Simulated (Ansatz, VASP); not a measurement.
# Ge: VASP beside Ansatz

Contents of INCAR:

```
SYSTEM = Ge
  ALGO = Normal
  EDIFF = 1E-7
  ENCUT = 520
  GGA = PE
  ISIF = 2
  ISMEAR = -1
  LASPH = .True.
  LCHARG = .False.
  LREAL = .False.
  LWAVE = .False.
  NBANDS = 21
  NELM = 100
  PREC = Accurate
  SIGMA = 0.05
```

KPOINTS

```
k-points
0
Gamma
  10 10 10
  0 0 0
```

The input POSCAR:

```
Ge
1.0
    0.0000000000      2.8097843944      2.8097843944
    2.8097843944      0.0000000000      2.8097843944
    2.8097843944      2.8097843944      0.0000000000
Ge
2
Direct
    0.5000000000      0.5000000000      0.5000000000
    0.7500000000      0.7500000000      0.7500000000
```

Input for Ansatz:

```yaml
crystal:
  lattice:
    - [0.0, 2.8097843944, 2.8097843944]
    - [2.8097843944, 0.0, 2.8097843944]
    - [2.8097843944, 2.8097843944, 0.0]
  atoms:
    - { symbol: Ge, position: [0.5, 0.5, 0.5] }
    - { symbol: Ge, position: [0.75, 0.75, 0.75] }
kpoints:
  mp_grid: { grid: [10, 10, 10] }
  band_path:
    path:
      - [0.0, 0.0, 0.0]
      - [0.5, 0.0, 0.5]
      - [0.625, 0.25, 0.625]
      - [0.375, 0.375, 0.75]
      - [0.0, 0.0, 0.0]
      - [0.5, 0.5, 0.5]
      - [0.5, 0.25, 0.75]
      - [0.5, 0.0, 0.5]
    npoints: 5
scf:
  occupations: { method: fermi_dirac, width: 0.05 }
hamiltonian:
  xc: pbe
  pseudopotentials: { kind: all_electron, lapw: { basis_error: 0.00025 } }
output:
  forces: true
  stress: true
  eigenvalues: true
```

Change from the starting cell: volume scaled by 0.98.

Alike in both runs: task single point; functional PBE; k mesh 10 × 10 × 10; occupations fermi-dirac, width 0.05 eV; no spin polarisation.

```csv
,VASP,Ansatz
version,VASP 6.6.1,Ansatz 0.2.0
potentials or method,"VASP PAW PBE potentials, release 64 (Ge_d)","all-electron LAPW, scalar-relativistic"
plane-wave cutoff (eV),520,see its input
```

|  | VASP | Ansatz | Ansatz less VASP |
| --- | --- | --- | --- |
| pressure (GPa) | 5.2 | 5.2 | +0.06 |

Ansatz ran all-electron here, so the differences hold the error of VASP's frozen core and of both bases.
